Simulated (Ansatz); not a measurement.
Crystal: BaTiO3.

```
Ba Ti O
1.0
    -2.82767   -1.63255   -2.31773
     2.82767   -4.89766    0.00000
    -2.82767   -1.63255    4.63546
Ba Ti O
2 2 6
Cartesian
  0.0173 -6.4883 4.4750
  -2.8449 -4.9396 0.1605
  -0.0507 -6.4912 1.1667
  0.0507 -3.3041 -0.9720
  -2.9184 -3.1975 2.1689
  0.0907 -4.8993 -0.0148
  -1.2876 -5.6890 2.2893
  -1.4829 -2.5067 -0.1352
  -4.0760 -2.5422 -0.0739
  1.1912 -2.3885 -0.0897
```

* Program: Ansatz 0.2.0
* Task: relaxation of cell and atoms
* Functional: PBE
* Potentials or basis: Ansatz PAW
* Cutoff: 420 eV (not typed: the program's choice for these potentials)
* k mesh: 7 × 5 × 5
* Occupations: fermi-dirac, width 0.05 eV
* Spin: no spin polarisation
* Hubbard terms: Ti d U = 1 eV

At the start: volume 12.84 Å³/atom.

Q: Where does the relaxation end?

A: It ends after 13 steps and the volume is 13.36 Å³/atom (+4.1 %); space group R3m (No. 160, to 0.05 Å).

Step by step:
| step | energy change (eV) | largest force (eV/Å) | volume (Å³) |
| --- | --- | --- | --- |
| 1 | 0.0000 | 3.2927 | 128.39 |
| 2 | -0.7515 | 1.5595 | 133.14 |
| 3 | -1.0201 | 0.1349 | 132.74 |
| 4 | -1.0233 | 0.0648 | 133.04 |
| 5 | -1.0242 | 0.0528 | 133.02 |
| 6 | -1.0244 | 0.0456 | 133.04 |
| 7 | -1.0286 | 0.0436 | 133.50 |
| 8 | -1.0300 | 0.0019 | 133.32 |
| 9 | -1.0303 | 0.0102 | 133.26 |
| 10 | -1.0301 | 0.0003 | 133.30 |
| 11 | -1.0506 | 0.0003 | 133.30 |
| 12 | -1.0498 | 0.0008 | 133.63 |
| 13 | -1.0509 | 0.0009 | 133.63 |

Final structure:
```cif
data_structure
_symmetry_space_group_name_H-M 'P 1'
_symmetry_Int_Tables_number 1
_cell_length_a 4.0575
_cell_length_b 5.7252
_cell_length_c 5.7527
_cell_angle_alpha 89.997
_cell_angle_beta 89.613
_cell_angle_gamma 90.000
_cell_volume 133.63
loop_
_atom_site_label
_atom_site_type_symbol
_atom_site_fract_x
_atom_site_fract_y
_atom_site_fract_z
_atom_site_occupancy
Ba1 Ba 0.01303 0.00001 0.00455 1
Ba2 Ba 0.01303 0.50001 0.50454 1
Ti1 Ti 0.52637 0.00001 0.51793 1
Ti2 Ti 0.52639 0.50002 0.01793 1
O1 O 0.49730 0.24496 0.73373 1
O2 O 0.49730 0.74496 0.23373 1
O3 O 0.49729 0.75502 0.73374 1
O4 O 0.49730 0.25502 0.23374 1
O5 O 0.98729 0.00000 0.48875 1
O6 O 0.98730 0.50000 0.98875 1
```

Caveat: the plane-wave basis is chosen anew once the cell has moved, so the energies of steps on either side of that aren't comparable; the pressure holds a Pulay correction of +0.5 GPa for the finite cutoff.
